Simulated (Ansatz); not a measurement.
# Si3Ge2: the cost of one run

Computed with Ansatz 0.2.0 (DFT PBE, scalar-relativistic, plane waves, PAW, unless a step's input says otherwise).

## (1) The system as given

It takes space group R-3m (No. 166, trigonal). Conventional cell: a = 2.877 Å, b = 2.877 Å, c = 35.231 Å, α = 90.00°, β = 90.00°, γ = 120.00°. Around Si (site symmetry -3m) lie 6 Si at 2.88 Å and 6 Ge at 2.88 Å. Around Si (site symmetry 3m) lie 9 Si at 2.88 Å and 3 Ge at 2.88 Å. Around Ge (site symmetry 3m) lie 6 Ge at 2.88 Å and 6 Si at 2.88 Å.

Coordinates:

```cif
data_structure
_symmetry_space_group_name_H-M 'P 1'
_symmetry_Int_Tables_number 1
_cell_length_a 11.8605
_cell_length_b 11.8605
_cell_length_c 11.8605
_cell_angle_alpha 13.931
_cell_angle_beta 13.931
_cell_angle_gamma 13.931
_cell_volume 84.16
loop_
_atom_site_label
_atom_site_type_symbol
_atom_site_fract_x
_atom_site_fract_y
_atom_site_fract_z
_atom_site_occupancy
Si1 Si 0.50000 0.50000 0.50000 1
Si2 Si 0.30000 0.30000 0.30000 1
Si3 Si 0.70000 0.70000 0.70000 1
Ge1 Ge 0.10000 0.10000 0.10000 1
Ge2 Ge 0.90000 0.90000 0.90000 1
```

The start is an ordering of an alloy on its end members' structure types: elements ordered on the sites of the Rh type, Si/Ge on Rh (R-3m, No. 166).

## (2) Probe: one point on a coarse mesh

input.yaml reads:

```yaml
crystal:
  lattice:
    - [1.43829556, 0.83040033, 11.74363409]
    - [-1.43829556, 0.83040033, 11.74363409]
    - [0.0, -1.66080066, 11.74363409]
  atoms:
    - { symbol: Si, position: [0.5, 0.5, 0.5] }
    - { symbol: Si, position: [0.3, 0.3, 0.3] }
    - { symbol: Si, position: [0.7, 0.7, 0.7] }
    - { symbol: Ge, position: [0.1, 0.1, 0.1] }
    - { symbol: Ge, position: [0.9, 0.9, 0.9] }
basis:
  ecutwfc: 420
kpoints:
  mp_grid: { grid: [6, 6, 6] }
hamiltonian:
  xc: pbe
scf:
  occupations: { method: gaussian, width: 0.1 }
  lower_state_search: "off"
output:
  forces: true
  stress: true
  eigenvalues: true
```

Run with:

```bash
$ ansatz run input.yaml --threads 1 --pin off --max-ram 2560MiB --backend cpu --events-out ev --progress --plain --runs-dir out
```

What time and memory should one allow on 1 thread of AMD EPYC 7R43 (Zen 3), shared host?

About 3.8 s, with a peak of 0.39 GiB.
